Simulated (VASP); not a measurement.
# HgSe (F-43m) in VASP: notebook, part 2 of 2

VASP 6.6.1. Earlier steps stand in the parts before.

## (4) Band structure, TB-mBJ, spin-orbit coupling, no magnetisation

Contents of POSCAR:

```
HgSe                                    
1.0
    0.0000000000      3.0728100868      3.0728100868
    3.0728100868      0.0000000000      3.0728100868
    3.0728100868      3.0728100868      0.0000000000
  Hg              Se            
     1     1
Direct
     0.0000000000000000    0.0000000000000000    0.0000000000000000
     0.2500000000000000    0.2500000000000000    0.2500000000000000
```

Contents of INCAR.step1:

```
SYSTEM = HgSe
PREC = Accurate
ENCUT = 520
EDIFF = 1E-5
ISMEAR = 0
SIGMA = 0.03
LREAL = .False.
LASPH = .True.
NELM = 80
ALGO = Normal
ISIF = 2
LWAVE = .True.
LCHARG = .False.
LNONCOLLINEAR = .True.
MAGMOM = 0 0 0 0 0 0
LORBIT = 11
LSORBIT = .True.
GGA_COMPAT = .False.
NBANDS = 30
KPAR = 4
GGA = PE
```

Contents of INCAR.step2:

```
SYSTEM = HgSe
PREC = Accurate
ENCUT = 520
EDIFF = 1E-6
ISMEAR = 0
SIGMA = 0.03
LREAL = .False.
LASPH = .True.
NELM = 80
ALGO = Normal
ISIF = 2
LWAVE = .False.
LCHARG = .False.
LNONCOLLINEAR = .True.
MAGMOM = 0 0 0 0 0 0
LORBIT = 11
LSORBIT = .True.
GGA_COMPAT = .False.
METAGGA = MBJ
NBANDS = 30
KPAR = 4
ISTART = 1
```

Contents of KPOINTS:

```
regular mesh
0
Gamma
  10 10 10
  0 0 0
```

KPOINTS_OPT is that of step 3.

Potentials or basis: VASP PAW PBE potentials, release 64 (Hg, Se).

Run with:

```bash
> cat potpaw_PBE.64/Hg/POTCAR potpaw_PBE.64/Se/POTCAR > POTCAR
> cp INCAR.step1 INCAR
> mpirun -np 4 vasp_ncl > vasp.out
> cp INCAR.step2 INCAR
> mpirun -np 4 vasp_ncl > vasp.out
```

OUTCAR:

```text
SYSTEM = HgSe
   PREC = Accurate
   ENCUT = 520
   EDIFF = 1E-6
   ISMEAR = 0
   LREAL = .False.
   LASPH = .True.
   NELM = 80
   ISIF = 2
   LNONCOLLINEAR = .True.
   LORBIT = 11
   LSORBIT = .True.
   METAGGA = MBJ
   ISTART = 1

 ion  position               nearest neighbor table
   1  0.000  0.000  0.000-   2 2.66   2 2.66   2 2.66   2 2.66
   2  0.250  0.250  0.250-   1 2.66   1 2.66   1 2.66   1 2.66

  LATTYP: Found a face centered cubic cell.
 ALAT       =     6.1456201736

  Lattice vectors:

 A1 = (   0.0000000000,   3.0728100868,   3.0728100868)
 A2 = (   3.0728100868,   0.0000000000,   3.0728100868)
 A3 = (   3.0728100868,   3.0728100868,   0.0000000000)

Analysis of symmetry for initial positions (statically):
=====================================================================
 Subroutine PRICEL returns:
 Original cell was already a primitive cell.

 Routine SETGRP: Setting up the symmetry group for a
 face centered cubic supercell.

 Subroutine GETGRP returns: Found 24 space group operations
 (whereof 24 operations were pure point group operations)
 out of a pool of 48 trial point group operations.

The static configuration has the point symmetry T_d .
[... 1030 lines left out ...]
     0.0000000     0.0000000     0.0000000     0.0000000     0.0000000     0.0000000     0.0000000
     0.0000000     0.0000000     0.0000000     0.0000000     0.0000000     0.0000000     0.0000000
     0.0000000     0.0000000     0.0000000     0.0000000     0.0000000     0.0000000     0.0000000
     0.0000000     0.0000000     0.0000000     0.0000000     0.0000000     0.0000000     0.0000000
     0.0000000     0.0000000     0.0000000     0.0000000     0.0000000     0.0000000     0.0000000

 Ion:    2  E_soc:     -0.0410043
 l=   1
     0.0000000    -0.0068091    -0.0068091
    -0.0068091     0.0000000    -0.0068091
    -0.0068091    -0.0068091     0.0000000
 l=   2
     0.0000000    -0.0000119     0.0000000    -0.0000119    -0.0000131
    -0.0000119     0.0000000    -0.0000098    -0.0000119    -0.0000033
     0.0000000    -0.0000098     0.0000000    -0.0000098     0.0000000
    -0.0000119    -0.0000119    -0.0000098     0.0000000    -0.0000033
    -0.0000131    -0.0000033     0.0000000    -0.0000033     0.0000000
 l=   3
     0.0000000     0.0000000     0.0000000     0.0000000     0.0000000     0.0000000     0.0000000
     0.0000000     0.0000000     0.0000000     0.0000000     0.0000000     0.0000000     0.0000000
     0.0000000     0.0000000     0.0000000     0.0000000     0.0000000     0.0000000     0.0000000
     0.0000000     0.0000000     0.0000000     0.0000000     0.0000000     0.0000000     0.0000000
     0.0000000     0.0000000     0.0000000     0.0000000     0.0000000     0.0000000     0.0000000
     0.0000000     0.0000000     0.0000000     0.0000000     0.0000000     0.0000000     0.0000000
     0.0000000     0.0000000     0.0000000     0.0000000     0.0000000     0.0000000     0.0000000

 total charge

# of ion       s       p       d       tot
------------------------------------------
    1        0.604   0.366   9.375  10.344
    2        1.585   2.529   0.033   4.147
--------------------------------------------------
tot          2.188   2.895   9.408  14.491

 magnetization (x)

# of ion       s       p       d       tot
------------------------------------------
    1       -0.000   0.000   0.000  -0.000
    2        0.000  -0.000   0.000  -0.000
--------------------------------------------------
tot         -0.000  -0.000   0.000  -0.000

 magnetization (y)

# of ion       s       p       d       tot
------------------------------------------
    1       -0.000   0.000   0.000  -0.000
    2       -0.000   0.000   0.000  -0.000
--------------------------------------------------
tot         -0.000   0.000   0.000  -0.000

 magnetization (z)

# of ion       s       p       d       tot
------------------------------------------
    1       -0.000   0.000   0.000  -0.000
    2        0.000  -0.000  -0.000  -0.000
--------------------------------------------------
tot         -0.000  -0.000   0.000  -0.000
```

OUTCAR.step1:

```text
SYSTEM = HgSe
   PREC = Accurate
   ENCUT = 520
   EDIFF = 1E-5
   ISMEAR = 0
   LREAL = .False.
   LASPH = .True.
   NELM = 80
   ISIF = 2
   LNONCOLLINEAR = .True.
   LORBIT = 11
   LSORBIT = .True.
   GGA = PE

[... 1097 lines left out ...]

 magnetization (y)

# of ion       s       p       d       tot
------------------------------------------
    1        0.000  -0.000  -0.000  -0.000
    2       -0.000   0.000   0.000   0.000
--------------------------------------------------
tot          0.000   0.000  -0.000   0.000

 magnetization (z)

# of ion       s       p       d       tot
------------------------------------------
    1       -0.000  -0.000  -0.000  -0.000
    2        0.000   0.000  -0.000   0.000
--------------------------------------------------
tot         -0.000   0.000  -0.000  -0.000
```

OSZICAR.step1:

```text
N       E                     dE             d eps       ncg     rms          rms(c)
DAV:   1     0.125953201146E+03    0.12595E+03   -0.82701E+03  4380   0.107E+03
DAV:   2     0.187366733153E+01   -0.12408E+03   -0.11731E+03  4818   0.270E+02
DAV:   3    -0.461378677635E+01   -0.64875E+01   -0.64348E+01  5146   0.614E+01
DAV:   4    -0.466217123881E+01   -0.48384E-01   -0.48352E-01  4968   0.525E+00
DAV:   5    -0.466243523594E+01   -0.26400E-03   -0.26399E-03  5112   0.370E-01    0.917E+00
DAV:   6    -0.436793929043E+01    0.29450E+00   -0.44472E-01  5754   0.106E+01    0.688E+00
DAV:   7    -0.436261621162E+01    0.53231E-02   -0.17996E-01  4944   0.307E+00    0.290E+00
DAV:   8    -0.436105849459E+01    0.15577E-02   -0.22021E-02  4908   0.196E+00    0.879E-01
DAV:   9    -0.436093743753E+01    0.12106E-03   -0.10969E-03  5094   0.351E-01    0.140E-01
DAV:  10    -0.436089663202E+01    0.40806E-04   -0.82719E-04  4656   0.416E-01    0.467E-02
DAV:  11    -0.436089731688E+01   -0.68486E-06   -0.12846E-04  5016   0.169E-01    0.277E-02
DAV:  12    -0.436090779126E+01   -0.10474E-04   -0.34810E-05  4794   0.584E-02    0.188E-02
DAV:  13    -0.436090639529E+01    0.13960E-05   -0.35261E-06  3074   0.277E-02
   1 F= -.43609064E+01 E0= -.43608888E+01  d E =-.351542E-04  mag=     0.0000    -0.0000    -0.0000
```

It took 4.2 min on 4 MPI ranks of Intel Xeon Platinum 8488C (Sapphire Rapids), shared host; peak memory 0.59 GiB.

Results:

```yaml
Valence_electrons_inside_the_program's_atomic_spheres: Hg 10.34; Se 4.15
```

Caveat: the PAW data sets were made with another functional, which shifts forces and pressure a little.

## (5) Optical spectrum, PBE

Contents of INCAR:

```
PREC = Accurate ; ENCUT = 520
EDIFF = 1E-6 ; ISMEAR = 0
SIGMA = 0.03 ; LREAL = F
LASPH = T ; NELM = 80
ALGO = Normal ; ISIF = 2
LWAVE = F ; LCHARG = F
GGA = PE ; LOPTICS = T
NBANDS = 57 ; NEDOS = 2000
CSHIFT = 0.05 ; KPAR = 4
```

Contents of KPOINTS:

```
regular mesh
0
Gamma
  10 10 10
```

POSCAR is that of step 4.

Potentials or basis: VASP PAW PBE potentials, release 64 (Hg, Se).

Run with:

```bash
> cat potpaw_PBE.64/Hg/POTCAR potpaw_PBE.64/Se/POTCAR > POTCAR
> mpirun -np 4 vasp_std > vasp.out
```

OUTCAR:

```text
PREC = Accurate
   ENCUT = 520
   EDIFF = 1E-6
   ISMEAR = 0
   LREAL = F
   LASPH = T
   NELM = 80
   ISIF = 2
   GGA = PE

 ion  position               nearest neighbor table
   1  0.000  0.000  0.000-   2 2.66   2 2.66   2 2.66   2 2.66
   2  0.250  0.250  0.250-   1 2.66   1 2.66   1 2.66   1 2.66

  LATTYP: Found a face centered cubic cell.
 ALAT       =     6.1456201736

  Lattice vectors:

 A1 = (   0.0000000000,   3.0728100868,   3.0728100868)
 A2 = (   3.0728100868,   0.0000000000,   3.0728100868)
 A3 = (   3.0728100868,   3.0728100868,   0.0000000000)

Analysis of symmetry for initial positions (statically):
=====================================================================
 Subroutine PRICEL returns:
 Original cell was already a primitive cell.

 Routine SETGRP: Setting up the symmetry group for a
 face centered cubic supercell.

 Subroutine GETGRP returns: Found 24 space group operations
 (whereof 24 operations were pure point group operations)
 out of a pool of 48 trial point group operations.

The static configuration has the point symmetry T_d .

Analysis of symmetry for dynamics (positions and initial velocities):
=====================================================================
 Subroutine PRICEL returns:
 Original cell was already a primitive cell.

 Routine SETGRP: Setting up the symmetry group for a
 face centered cubic supercell.

 Subroutine GETGRP returns: Found 24 space group operations
 (whereof 24 operations were pure point group operations)
 out of a pool of 48 trial point group operations.

The dynamic configuration has the point symmetry T_d .

 Subroutine INISYM returns: Found 24 space group operations
 (whereof 24 operations are pure point group operations),
 and found     1 'primitive' translations

----------------------------------------------------------------------------------------

                                     Primitive cell

  volume of cell :      58.0279

  direct lattice vectors                    reciprocal lattice vectors
     0.000000000  3.072810087  3.072810087    -0.162717508  0.162717508  0.162717508
     3.072810087  0.000000000  3.072810087     0.162717508 -0.162717508  0.162717508
     3.072810087  3.072810087  0.000000000     0.162717508  0.162717508 -0.162717508

  length of vectors
     4.345609699  4.345609699  4.345609699     0.281834991  0.281834991  0.281834991

  position of ions in fractional coordinates (direct lattice)
     0.000000000  0.000000000  0.000000000
     0.250000000  0.250000000  0.250000000

  ion indices of the primitive-cell ions
[... 127 lines left out ...]
 cond. band min:       1.9050203469   @ k =   0.1000   0.0000   0.0000
 fundamental gap:      0.4529538492
 Fermi energy:         1.4612036359

 k-point     1 :       0.0000    0.0000    0.0000
  band No.  band energies     occupation
      1     -11.7958      2.00000
      2      -5.5355      2.00000
      3      -5.5355      2.00000
      4      -5.5355      2.00000
      5      -4.8438      2.00000
      6      -4.8438      2.00000
[... 565 lines left out ...]
     20      17.4070      0.00000
     21      17.9121      0.00000

 [... further k-points ...]

 [bands above 21 left out]

------------------------ aborting loop because EDIFF is reached ----------------------------------------

  FORCE on cell =-STRESS in cart. coord.  units (eV):
  Direction    XX          YY          ZZ          XY          YZ          ZX
  --------------------------------------------------------------------------------------
  -------------------------------------------------------------------------------------
  Total        1.0729679      1.0729679      1.0729679      0.0000000      0.0000000      0.0000000
  in kB       29.6251225     29.6251225     29.6251225      0.0000000      0.0000000      0.0000000
  external PRESSURE =      29.6251225 kB  Pullay stress =       0.0000000 kB

 VOLUME and BASIS-vectors are now :
 -----------------------------------------------------------------------------
  energy-cutoff  :      520.00
  volume of cell :       58.03
      direct lattice vectors                 reciprocal lattice vectors
     0.000000000  3.072810087  3.072810087    -0.162717508  0.162717508  0.162717508
     3.072810087  0.000000000  3.072810087     0.162717508 -0.162717508  0.162717508
     3.072810087  3.072810087  0.000000000     0.162717508  0.162717508 -0.162717508

 POSITION                                       TOTAL-FORCE (eV/Angst)
 -----------------------------------------------------------------------------------
      0.00000      0.00000      0.00000         0.000000      0.000000      0.000000
      1.53641      1.53641      1.53641        -0.000000     -0.000000     -0.000000
 -----------------------------------------------------------------------------------
    total drift:                                0.000000      0.000000      0.000000

  FREE ENERGIE OF THE ION-ELECTRON SYSTEM (eV)
  ---------------------------------------------------
  free  energy   TOTEN  =        -4.0570254396 eV

  energy  without entropy=       -4.0569791602  energy(sigma->0) =       -4.05700230

 electrical conductivity sigma (Mega S m-1) (frequency dependency in vasprun.xml)
  --------------------------------------------------------------------------------------
       0.000       0.000      -0.000
       0.000       0.000       0.000
      -0.000       0.000       0.000

  frequency dependent IMAGINARY DIELECTRIC FUNCTION (independent particle, no local field effects) density-density
     E(ev)      X         Y         Z        XY        YZ        ZX
  --------------------------------------------------------------------------------------------------------------
     0.00000     0.00000     0.00000     0.00000     0.00000     0.00000     0.00000
     0.73235     2.67761     2.67761     2.67761    -0.00000    -0.00000    -0.00000
     1.46471     3.00191     3.00191     3.00191    -0.00000    -0.00000    -0.00000
     2.19706     5.89916     5.89916     5.89916    -0.00000    -0.00000    -0.00000
     2.92942     5.85303     5.85303     5.85303    -0.00000    -0.00000    -0.00000
     3.66177     5.54227     5.54227     5.54227    -0.00000    -0.00000     0.00000
[... 92 lines left out ...]
    71.77078     0.00017     0.00017     0.00017    -0.00000    -0.00000    -0.00000
    72.50314     0.00016     0.00016     0.00016    -0.00000    -0.00000    -0.00000

  frequency dependent      REAL DIELECTRIC FUNCTION (independent particle, no local field effects) density-density
     E(ev)        X           Y           Z          XY          YZ          ZX
  --------------------------------------------------------------------------------------------------------------
     0.00000    17.22392    17.22392    17.22392    -0.00000    -0.00000    -0.00000
     0.73235     7.72516     7.72516     7.72516    -0.00000    -0.00000    -0.00000
     1.46471    10.26990    10.26990    10.26990    -0.00000    -0.00000     0.00000
     2.19706    10.23585    10.23585    10.23585    -0.00000    -0.00000    -0.00000
     2.92942     5.68285     5.68285     5.68285     0.00000    -0.00000     0.00000
     3.66177     4.27710     4.27710     4.27710     0.00000     0.00000     0.00000
[... 92 lines left out ...]
    71.77078     0.90394     0.90394     0.90394     0.00000     0.00000     0.00000
    72.50314     0.90634     0.90634     0.90634     0.00000     0.00000     0.00000

  frequency dependent IMAGINARY DIELECTRIC FUNCTION (independent particle, no local field effects) current-current
     E(ev)      X         Y         Z        XY        YZ        ZX
  --------------------------------------------------------------------------------------------------------------
     0.00000    44.47101    44.47101    44.47101    -0.00000    -0.00000     0.00000
     0.73235     3.56004     3.56004     3.56004     0.00000    -0.00000     0.00000
     1.46471     3.63744     3.63744     3.63744    -0.00000    -0.00000    -0.00000
     2.19706     6.34939     6.34939     6.34939     0.00000     0.00000     0.00000
     2.92942     6.02439     6.02439     6.02439    -0.00000     0.00000    -0.00000
     3.66177     5.63059     5.63059     5.63059    -0.00000    -0.00000    -0.00000
[... 92 lines left out ...]
    71.77078     0.00003     0.00003     0.00003     0.00000    -0.00000    -0.00000
    72.50314     0.00003     0.00003     0.00003     0.00000    -0.00000    -0.00000

  frequency dependent      REAL DIELECTRIC FUNCTION (independent particle, no local field effects) current-current
     E(ev)        X           Y           Z          XY          YZ          ZX
  --------------------------------------------------------------------------------------------------------------
     0.00000    17.04916    17.04916    17.04916     0.00000    -0.00000     0.00000
     0.73235     7.46663     7.46663     7.46663    -0.00000     0.00000    -0.00000
     1.46471    10.08722    10.08722    10.08722     0.00000     0.00000     0.00000
     2.19706     9.98491     9.98491     9.98491     0.00000     0.00000     0.00000
     2.92942     5.49157     5.49157     5.49157    -0.00000    -0.00000    -0.00000
     3.66177     4.13208     4.13208     4.13208    -0.00000    -0.00000    -0.00000
[... 92 lines left out ...]
    71.77078     0.90395     0.90395     0.90395    -0.00000     0.00000    -0.00000
    72.50314     0.90634     0.90634     0.90634    -0.00000     0.00000    -0.00000
```

OSZICAR:

```text
N       E                     dE             d eps       ncg     rms          rms(c)
DAV:   1     0.157835431380E+03    0.15784E+03   -0.59873E+03  5406   0.281E+02
DAV:   2     0.526350567914E+01   -0.15257E+03   -0.11882E+03  6197   0.988E+01
DAV:   3    -0.432268861963E+01   -0.95862E+01   -0.94290E+01  6510   0.279E+01
DAV:   4    -0.436341385151E+01   -0.40725E-01   -0.40715E-01  6212   0.185E+00
DAV:   5    -0.436345356830E+01   -0.39717E-04   -0.39716E-04  6371   0.534E-02    0.744E+00
DAV:   6    -0.407336992032E+01    0.29008E+00   -0.96462E-02  6540   0.276E+00    0.577E+00
DAV:   7    -0.405797270256E+01    0.15397E-01   -0.17049E-02  6467   0.467E-01    0.273E+00
DAV:   8    -0.405705261073E+01    0.92009E-03   -0.74710E-03  6211   0.307E-01    0.225E-01
DAV:   9    -0.405697694373E+01    0.75667E-04   -0.18980E-04  6468   0.603E-02    0.102E-01
DAV:  10    -0.405701476438E+01   -0.37821E-04   -0.38363E-05  6155   0.165E-02    0.294E-02
DAV:  11    -0.405702431400E+01   -0.95496E-05   -0.32104E-06  6292   0.546E-03    0.372E-03
DAV:  12    -0.405702543931E+01   -0.11253E-05   -0.49691E-07  6244   0.190E-03    0.152E-03
DAV:  13    -0.405702543958E+01   -0.27171E-09   -0.71322E-08  5812   0.758E-04
   1 F= -.40570254E+01 E0= -.40570023E+01  d E =-.462794E-04
 imaginary and real dielectric function
```

Run time: 16 s. Hardware: 4 MPI ranks of Intel Xeon Platinum 8488C (Sapphire Rapids), shared host; peak memory 0.31 GiB.

Results:

- Free energy: -4.0570 eV
- Pressure: 3.0 GPa
- Band gap on the k mesh: none (metal or under the smearing width)

Dielectric function (mean over the directions given):
```tsv
energy (eV)	real part	imaginary part
0.29	19.45	1.08
1.32	5.38	7.39
2.34	9.71	9.10
3.37	4.24	8.88
4.39	6.40	9.32
5.42	0.42	5.84
6.44	4.94	6.27
7.54	-1.44	6.09
8.57	-1.49	4.11
9.59	-1.12	2.44
10.62	-0.48	1.41
11.64	-0.18	1.38
12.67	-0.37	1.29
13.77	-0.11	0.74
14.79	0.00	0.64
15.82	0.23	0.75
16.84	0.43	0.39
17.87	0.77	0.71
18.89	0.39	0.77
19.99	0.36	0.46
```

Caveat: independent-particle spectra lack excitons; the intraband (Drude) part of a metal's response may be missing.

## (6) Overview

```csv
task,level,spin,gap on the mesh (eV),pressure (GPa)
band structure,PBE,"SOC, no magnetisation",-,2.6
band structure,TB-mBJ,off,0.05,-
band structure,TB-mBJ,"SOC, no magnetisation",-,-
optical spectrum,PBE,off,none,3.0
```

Alike in all rows: potentials or basis VASP PAW PBE potentials, release 64 (Hg, Se); cell as given; k mesh 10 × 10 × 10; cutoff (eV) 520; smearing gaussian 0.03 eV.

Caveats: the PAW data sets were made with another functional, which shifts forces and pressure a little (some runs); spin-orbit coupling is left out, which moves the levels of the heavy elements (some runs); independent-particle spectra lack excitons (some runs); the intraband (Drude) part of a metal's response may be missing (some runs).

Total energies depend on the potentials used, so only differences within one code and one set of settings carry meaning.
